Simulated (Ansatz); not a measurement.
# Si2W (I4/mmm) in Ansatz: single point with PBE

Aim: the single point of Si2W with PBE.

All numbers are computed with Ansatz 0.2.0; they aren't measurements. Logs are shortened: lines on timing, memory, paths and dates and some standing lists are left out, and cuts for length are marked.

### Step 1. The crystal as given

Symmetry: I4/mmm, No. 139, tetragonal system. Conventional cell: a = 3.214 Å, b = 3.214 Å, c = 7.830 Å, α = 90.00°, β = 90.00°, γ = 90.00°. W (site symmetry 4/mmm) has 10 Si at 2.62 Å as nearest neighbours. Si (site symmetry 4mm) is surrounded by 5 Si at 2.59 to 2.63 Å and 5 W at 2.62 Å.

### Step 2. Single point, PBE

input.yaml reads:

```yaml
crystal:
  lattice:
    - [-1.6069, 1.6069, 3.91495]
    - [1.6069, -1.6069, 3.91495]
    - [1.6069, 1.6069, -3.91495]
  atoms:
    - { symbol: W, position: [0.0, 0.0, 0.0] }
    - { symbol: Si, position: [0.6653, 0.6653, 0.0] }
    - { symbol: Si, position: [0.3347, 0.3347, 0.0] }
hamiltonian:
  xc: pbe
  pseudopotentials: { kind: paw }
kpoints:
  mp_grid: { grid: [12, 12, 12] }
scf:
  occupations: { method: gaussian, width: 0.05 }
output:
  forces: true
  stress: true
  eigenvalues: true
```

Potentials or basis: Ansatz PAW.

The run is started by

```
$ ansatz run input.yaml --threads 2 --pin off --max-ram 5632MiB --backend cpu --events-out ev --progress --plain --runs-dir out
```

The program printed:

```text
Warning: RAYON_NUM_THREADS=2 ignored (pool sized by the plan → 2); use --threads N
Engine: ansatz 0.2.0, x86_64-unknown-linux-gnu
Pseudopotentials: kind: paw
Pseudopotential: W, paw, valence charge 14, recommended cutoff 420 eV (normal), W.paw.azcp
Pseudopotential: Si, paw, valence charge 4, recommended cutoff 420 eV (normal), Si.paw.azcp
Functional definition: PBE
  parameter kappa = 0.804
  parameter beta = 0.06672455060314922
  exchange = pbe_x(kappa = kappa, mu = beta*pi^2/3)
  correlation = pbe_c(beta = beta)
Crystal: 3 atoms, lattice volume = 40.436 Å³
Basis set: ecut = 420 eV, 793 PW (Γ), exchange–correlation on 64×64×64 points (8 copies of the dense FFT grid, shifted against one another)
Bands: 15, of which v1, the nominal top of the filled ones, is band 11 counted from 1 (10 counted from 0)
Symmetry: 16 space group operations
Space group: I4/mmm (ITA 139), of the structure as read, at distance tolerance 3.4e-5 Å
k-points: 163 of 1728
Non-local potential: W, projectors of the file, l = 0: 3, l = 1: 2, l = 2: 2, l = 3: 1
Non-local potential: Si, projectors of the file, l = 0: 2, l = 1: 2, l = 2: 2
PAW form: soft (Blöchl's): semilocal exchange-correlation on the pseudo side does not see the compensation charge
PAW one-centre angular grid: W, 590 points (default); XC on 64 Gauss nodes
PAW one-centre angular grid: Si, 110 points (default); XC on 64 Gauss nodes
Initial density: superposition of atomic densities (neutral atoms: chi_scale 0, normalization atom), corrected by the library's trained network
Initial wavefunctions: pseudopotential atomic-orbital guess
Functional: x = pbe(κ = 0.804, μ = 0.2195149727645171), c = pbe(β = 0.06672455060314922)
SCF iter   1: F=—  HF=-11657.454618 eV  |F-HF|=—  |Δ(HF+E_count)|=         —  Δρ=3.59e-3  dr2=2.30e-3  ethr=1.77e-3  ⟨swp⟩=5.4  Hψ=14282  notcnv=0
preconditioner: auto → Kerker (q_TF=auto, 2.465 Å⁻¹)  [metal: Δε(μ)=0.025 eV  Ē_g=8.125 eV  σ=0.050 eV  W_gap=0.27  n_scr=10 (ndim 8)  ℏωp=21.8 eV  f_vac=0.000  D(μ)=0.19/eV (n_scr^D=0)]
SCF iter   2: F=—  HF=-11657.454885 eV  |F-HF|=—  |Δ(HF+E_count)|=   2.67e-4  Δρ=2.06e-3  dr2=9.07e-4  ethr=1.05e-5  ⟨swp⟩=1.0  Hψ=3753  notcnv=0
SCF iter   3: F=—  HF=-11657.454953 eV  |F-HF|=—  |Δ(HF+E_count)|=   6.78e-5  Δρ=1.96e-4  dr2=1.76e-5  ethr=4.12e-6  ⟨swp⟩=2.4  Hψ=3443  notcnv=0
SCF iter   4: F=—  HF=-11657.454957 eV  |F-HF|=—  |Δ(HF+E_count)|=   4.70e-6  Δρ=7.94e-5  dr2=1.89e-6  ethr=8.01e-8  ⟨swp⟩=2.3  Hψ=3435  notcnv=0
SCF iter   5: F=—  HF=-11657.454957 eV  |F-HF|=—  |Δ(HF+E_count)|=   1.29e-7  Δρ=1.41e-5  dr2=1.05e-7  ethr=8.59e-9  ⟨swp⟩=2.2  Hψ=3443  notcnv=0
SCF iter   6: F=-11657.454957 eV  HF=-11657.454957 eV  |F-HF|=1.90e-9  |Δ(HF+E_count)|=   1.14e-8  Δρ=2.84e-6  dr2=3.84e-9  ethr=4.55e-10  ⟨swp⟩=4.2  Hψ=7947  notcnv=0
SCF 1 converged in 6 iterations: F = -11657.454957 eV  dr2 = 3.84e-9
SCF converged after 6 iterations
Free energy (F): -11657.454957 eV
Harris-Foulkes:  -11657.454957 eV  (|F-HF|=1.90e-9)
Internal energy: -11657.454704 eV  (E = F + TS)
E sigma→0 (E₀):  -11657.454831 eV
Entropy (-TS):   -0.000253 eV (-0.084 meV/atom)
Fermi energy:    16.782826 eV
--- Per-component energies (eV) ---
  E_band       = -80.242685
  E_kinetic    = 541.572455
  E_local      = -946.506694  (includes V_loc(G=0)·N_el)
  E_nonlocal   = 50.696317
  E_hartree    = 371.695460
  E_xc         = -382.064812
  E_vxc        = -338.773033  (∫ρ·V_xc dr)
  E_paw        = -9588.364737  (= ΣΔE_a)
  E_vpaw       = -130.624164  (= ΣTr[D̂ρ^β])
  E_aug_tail   = -0.000067  (compensation charges beyond the density's cutoff)
  E_ewald      = -1704.482625
  E_smearing   = -0.000253  (= −TS)
  E_closure    = 0.000000  (closes the sum)
  Σ components = -11657.454957   (vs F -11657.454957, Δ=0.00e0)
--- Forces (eV/Å), atoms counted from 1 ---
  atom   1  W      0.00000000     0.00000000     0.00000000
  atom   2  Si     0.00000000     0.00000000     0.08052666
  atom   3  Si     0.00000000    -0.00000000    -0.08052666
  max |Σ_I F_I| component: 2.78e-17 eV/Å
--- Stress (GPa, compression-positive) ---
        3.067367       0.000000       0.000000
        0.000000       3.067367       0.000000
       -0.000000      -0.000000       3.708741
  P = ⅓ Tr σ = 3.2812 GPa (32.812 kbar)
--- Band table (eV; the first three rows and the last of 163) ---
  k-point 0: bands = ["-57.0355", "-21.3341", "-21.3148", "-21.3148", "2.6727", "9.8923", "13.0111", "13.4199", "13.9039", "13.9039", "17.3542", "19.5015", "19.6853", "19.8183", "19.8183"]
  k-point 1: bands = ["-57.0345", "-21.3313", "-21.3291", "-21.3273", "2.8975", "10.0950", "12.3857", "13.3580", "13.4701", "14.5538", "16.3179", "19.2266", "19.9827", "20.0196", "20.3025"]
  k-point 2: bands = ["-57.0317", "-21.3667", "-21.3615", "-21.3239", "3.5491", "10.6049", "11.6876", "12.2755", "13.6381", "14.5663", "15.0394", "19.2274", "20.3368", "20.4169", "20.9322"]
  k-point 162: bands = ["-57.0353", "-21.3513", "-21.3160", "-21.3160", "4.9470", "5.7163", "12.9014", "14.1746", "15.9093", "15.9093", "16.2456", "16.2456", "17.5317", "21.2561", "21.6346"]
```

Run time: 2 s. Hardware: 2 threads of AMD EPYC 7R13 (Zen 3), shared host; peak memory 0.43 GiB.

Results:

```yaml
Free_energy: -11657.4550 eV
Pressure: 3.3 GPa
Largest_force: 0.081 eV/Å
Band_gap_on_the_k_mesh: none (metal or under the smearing width)
```

Forces in eV/Å, atoms in the order of the input:
```
W    0.000  0.000  0.000
Si   0.000  0.000  0.081
Si   0.000  0.000 -0.081
```

Stress tensor (GPa, compression positive):
```
3.07 0.00 0.00
0.00 3.07 0.00
0.00 0.00 3.71
```

Spin-orbit coupling is left out, which matters for the levels of W.
